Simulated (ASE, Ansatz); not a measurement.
# 1/2<110> screw dislocation dipole in ZrC (120 atoms): support functions against a reference, part 2 of 2

Aim: test how closely localised support functions follow the reference on 1/2<110> screw dislocation dipole in ZrC (120 atoms), and at what cost. A setting counts as converged where the r.m.s. difference of forces stays under 1 % of the r.m.s. force.

Ansatz 0.2.0; Kohn-Sham DFT, PBE, PAW (set soft_2), plane waves.

The cell: 60 Zr and 60 C. The cell is under 6 Å thick along one periodic direction. The host structure and its lattice constant were typed by rule, without a check against the phase diagram.

So far. Step 11 (Support functions medium, radius 4.92 Å): Forces differ from the reference by 0.44 meV/Å r.m.s., 0.062 % of their size, well within a tolerance of 1 %; the energy by -1.7 meV/atom. Step 12 (Another setting: hamiltonian.xc = "revpbe"): Forces differ from the reference by 4.0 meV/Å r.m.s., 0.56 % of their size; the pressure by +2.4 GPa.

## Step 14: The reference in detail

With the settings judged, the reference run is read for its physics.

Neighbours are counted within 2.88 Å (C-Zr), cutoffs set anew for this text.

Length of the force by element and coordination:

| element | coordination | atoms | mean length of the force (eV/Å) | spread | least | most |
| --- | --- | --- | --- | --- | --- | --- |
| C | all | 60 | 0.649 | 0.698 | 0.127 | 4.37 |
| C | 5 | 2 | 3.74 | 0.632 | 3.10 | 4.37 |
| C | 6 | 58 | 0.543 | 0.388 | 0.127 | 2.40 |
| Zr | all | 60 | 0.960 | 1.10 | 0.147 | 5.29 |
| Zr | 5 | 2 | 5.26 | 0.0283 | 5.23 | 5.29 |
| Zr | 6 | 58 | 0.812 | 0.767 | 0.147 | 4.30 |

Löwdin charges by element and coordination (they lack the spilled electrons, 0.022 e an atom on average):

| element | coordination | atoms | mean charge (e) | spread | least | most |
| --- | --- | --- | --- | --- | --- | --- |
| C | all | 60 | -0.715 | 0.0182 | -0.728 | -0.642 |
| C | 5 | 2 | -0.642 | - | -0.642 | -0.642 |
| C | 6 | 58 | -0.717 | 0.0124 | -0.728 | -0.659 |
| Zr | all | 60 | 0.758 | 0.0177 | 0.682 | 0.775 |
| Zr | 5 | 2 | 0.684 | - | 0.682 | 0.686 |
| Zr | 6 | 58 | 0.760 | 0.0115 | 0.717 | 0.775 |

States in the cell by windows of 1 eV, zero at the Fermi level; some projections on atomic orbitals stand beside the total:

| from (eV) | to (eV) | total | Zr d | C p | C s | Zr s |
| --- | --- | --- | --- | --- | --- | --- |
| -18 | -12 | 0.0 | 0.0 | 0.0 | 0.0 | 0.0 |
| -12 | -11 | 1.1 | 0.0 | 0.0 | 0.4 | 0.6 |
| -11 | -10 | 16.4 | 1.9 | 0.2 | 7.9 | 5.9 |
| -10 | -9 | 71.4 | 18.5 | 0.7 | 42.2 | 7.5 |
| -9 | -8 | 31.1 | 5.3 | 0.3 | 22.3 | 1.6 |
| -8 | -6 | 0.0 | 0.0 | 0.0 | 0.0 | 0.0 |
| -6 | -5 | 1.0 | 0.4 | 0.4 | 0.0 | 0.1 |
| -5 | -4 | 31.9 | 12.0 | 15.0 | 0.7 | 3.7 |
| -4 | -3 | 63.6 | 22.2 | 33.7 | 1.1 | 5.2 |
| -3 | -2 | 148.1 | 61.0 | 79.2 | 1.8 | 1.7 |
| -2 | -1 | 84.3 | 36.5 | 44.0 | 0.8 | 0.4 |
| -1 | 0 | 30.7 | 11.5 | 18.0 | 0.3 | 0.1 |
| 0 | 1 | 21.8 | 10.7 | 10.1 | 0.2 | 0.1 |
| 1 | 2 | 39.5 | 26.4 | 11.0 | 0.7 | 0.4 |
| 2 | 3 | 49.7 | 37.6 | 9.4 | 0.8 | 0.7 |

Between -26 and -18 eV lie 150 more states.

The stored curve holds about 630 of the 960 electrons; the rest, give or take the few that broadening carries across the Fermi level, lie in deeper levels below its range.

Not all projections were asked for or kept, so they needn't add up to the total.

The levels nearest the highest filled one (over half full), pooled over k-points and spins:

| level less the highest filled one (eV) | occupation |
| --- | --- |
| -0.0927 | 1.78 |
| -0.0669 | 1.66 |
| -0.0549 | 1.59 |
| -0.0192 | 1.31 |
| -5.0e-4 | 1.13 |
| 0 | 1.12 |
| 0.111 | 0.246 |
| 0.111 | 0.246 |
| 0.116 | 0.222 |
| 0.143 | 0.137 |
| 0.214 | 0.035 |
| 0.222 | 0.03 |

Mean Löwdin charges: C -0.71, Zr +0.76 e. Within 0.4 eV of the Fermi level the largest share is C p (59 % of the projected weight).

## Step 15: Structure statistics

Bonds and neighbours are counted at the geometry of the runs.

Density 6.61 g/cm³, 12.96 Å³ an atom.

Pair distribution functions g(r), in bins of 0.2 Å:

| r (Å) | total | C-C | C-Zr | Zr-Zr |
| --- | --- | --- | --- | --- |
| 1.90 | 0.09 | 0.00 | 0.18 | 0.00 |
| 2.10 | 0.51 | 0.00 | 1.03 | 0.00 |
| 2.30 | 3.52 | 0.00 | 7.03 | 0.00 |
| 2.50 | 1.46 | 0.00 | 2.92 | 0.00 |
| 2.70 | 0.02 | 0.00 | 0.04 | 0.00 |
| 2.90 | 0.08 | 0.16 | 0.02 | 0.12 |
| 3.10 | 0.53 | 1.07 | 0.02 | 1.01 |
| 3.30 | 4.12 | 8.17 | 0.06 | 8.18 |
| 3.50 | 0.80 | 1.52 | 0.00 | 1.67 |
| 3.70 | 0.12 | 0.20 | 0.05 | 0.18 |
| 3.90 | 0.26 | 0.00 | 0.50 | 0.02 |
| 4.10 | 2.05 | 0.08 | 4.03 | 0.06 |
| 4.30 | 0.21 | 0.18 | 0.26 | 0.15 |
| 4.50 | 0.42 | 0.68 | 0.12 | 0.75 |
| 4.70 | 0.60 | 1.19 | 0.04 | 1.13 |
| 4.90 | 0.57 | 0.53 | 0.57 | 0.60 |
| 5.10 | 1.69 | 0.28 | 3.13 | 0.20 |
| 5.30 | 1.70 | 0.13 | 3.27 | 0.13 |
| 5.50 | 1.24 | 0.93 | 1.52 | 1.00 |
| 5.70 | 1.93 | 3.58 | 0.28 | 3.58 |
| 5.90 | 1.15 | 2.22 | 0.06 | 2.23 |
| 6.10 | 0.24 | 0.41 | 0.09 | 0.39 |
| 6.30 | 0.20 | 0.33 | 0.09 | 0.29 |
| 6.50 | 0.41 | 0.70 | 0.12 | 0.70 |
| 6.70 | 0.96 | 1.48 | 0.43 | 1.52 |
| 6.90 | 1.02 | 0.51 | 1.55 | 0.50 |
| 7.10 | 1.95 | 0.95 | 2.96 | 0.93 |
| 7.30 | 1.06 | 1.10 | 1.01 | 1.11 |

Bonds by pair of elements; cutoffs follow the first minimum of g(r), held within bounds set by covalent radii, and pairs that aren't listed don't count as bonded (cutoffs were set anew for this text, so counts can differ from the run's own analysis):

| pair A-B | cutoff (Å) | bonds | mean length (Å) | spread (Å) | shortest (Å) | B about A | A about B |
| --- | --- | --- | --- | --- | --- | --- | --- |
| C-Zr | 2.88 | 358 | 2.35 | 0.113 | 1.91 | 5.97 | 5.97 |

How many atoms have how many bonded neighbours:

| element | mean | 5 | 6 |
| --- | --- | --- | --- |
| C | 5.97 | 2 | 58 |
| Zr | 5.97 | 2 | 58 |

Counting bonds as in the table, 97 % of C atoms have 6 and 97 % of Zr atoms have 6 bonded neighbours.

A closer look about Zr85, which has 5 bonded neighbours where the commonest count for Zr is 6: 16 atoms, nearest first, numbered in the order of the input, with positions taken from that point.

| atom | x | y | z | distance (Å) | bonds | Löwdin charge (e) | Fx | Fy | Fz (eV/Å) |
| --- | --- | --- | --- | --- | --- | --- | --- | --- | --- |
| Zr85 | 0.00 | 0.00 | 0.00 | 0.00 | 5 | 0.68 | 2.43 | 4.63 | -0.29 |
| C84 | 0.03 | -1.71 | 0.85 | 1.91 | 5 | -0.64 | 0.34 | -4.17 | 1.26 |
| C86 | 0.03 | 1.66 | -1.39 | 2.17 | 6 | -0.71 | 0.27 | 0.04 | -1.17 |
| C76 | 2.45 | -0.05 | -0.26 | 2.47 | 6 | -0.70 | -0.65 | 0.59 | 0.02 |
| C96 | -2.29 | -0.04 | 0.97 | 2.49 | 6 | -0.66 | -0.08 | 2.19 | 0.97 |
| C86 | 0.03 | 1.66 | 1.93 | 2.55 | 6 | -0.71 | 0.27 | 0.04 | -1.17 |
| Zr95 | -2.29 | -1.68 | -0.13 | 2.84 | 6 | 0.72 | -2.10 | -3.64 | -0.93 |
| Zr97 | -2.32 | 1.62 | -0.99 | 3.00 | 6 | 0.73 | -0.20 | 1.91 | 0.19 |
| C84 | 0.03 | -1.71 | -2.48 | 3.01 | 5 | -0.64 | 0.34 | -4.17 | 1.26 |
| Zr75 | 2.44 | -1.70 | 1.08 | 3.16 | 6 | 0.76 | 0.10 | -0.38 | 0.14 |
| C96 | -2.29 | -0.04 | -2.35 | 3.28 | 6 | -0.66 | -0.08 | 2.19 | 0.97 |
| Zr87 | 0.06 | 3.27 | 0.34 | 3.29 | 6 | 0.76 | -0.33 | 1.16 | -0.13 |
| Zr85 | 0.00 | 0.00 | -3.32 | 3.32 | 5 | 0.68 | 2.43 | 4.63 | -0.29 |
| Zr85 | 0.00 | 0.00 | 3.32 | 3.32 | 5 | 0.68 | 2.43 | 4.63 | -0.29 |
| Zr77 | 2.39 | 1.62 | 1.66 | 3.33 | 6 | 0.76 | 0.29 | 0.22 | 0.09 |
| Zr77 | 2.39 | 1.62 | -1.66 | 3.33 | 6 | 0.76 | 0.29 | 0.22 | 0.09 |

The column of bonds counts only the pairs C-Zr within 2.88 Å; other neighbours, such as metal atoms beside each other in a compound, aren't counted, and periodic images can show an atom twice.

## Step 16: Outcome

| Property | Result |
| --- | --- |
| free energy per atom | -2218.0801 eV/atom |
| density | 6.613 g/cm³ |
| pressure | 6.318 GPa |
| r.m.s. force component | 0.7114 eV/Å |
| wall time of the 8 DFT runs | 50 s |

Against plane waves at 420 eV, the forces differ by 0.54 meV/Å (0.076 %) with support functions medium, and by 0.39 meV/Å in the closest run (support functions high). At 120 atoms the fastest of the runs at a preset level, support functions low, takes roughly 1.6 times the time of plane waves (whose run also made extra analyses, so the like-for-like ratio is larger), in 9 SCF cycles against 11. Differences between support functions and plane waves include what basis error the plane-wave run still has. As the radius goes from 3.64 to 4.92 Å, the force difference goes from 0.54 to 0.44 meV/Å, and the time from 5.8 s to 8.1 s.

13 levels are partly filled, by over 2 % (on the run's k-points): no clear gap opens at this level. Levels of broken or missing bonds inside a gap of the host would look the same. Counting bonds as in the table, 97 % of C atoms have 6 and 97 % of Zr atoms have 6 bonded neighbours.

**Limits.** The geometry was built by rule, was displaced at random and isn't relaxed at this level: its force components are 0.71 eV/Å r.m.s. The stress is far from hydrostatic: its diagonal is 3.5, 11.1, 4.4 GPa, compression counted positive. The pressure of 6.3 GPa belongs to a cell and atoms that aren't relaxed at this level.

[Hosts, paths, dates, database ids (printed as entryN), source tags and the programs' standing remarks are cut or masked in the printed files.]
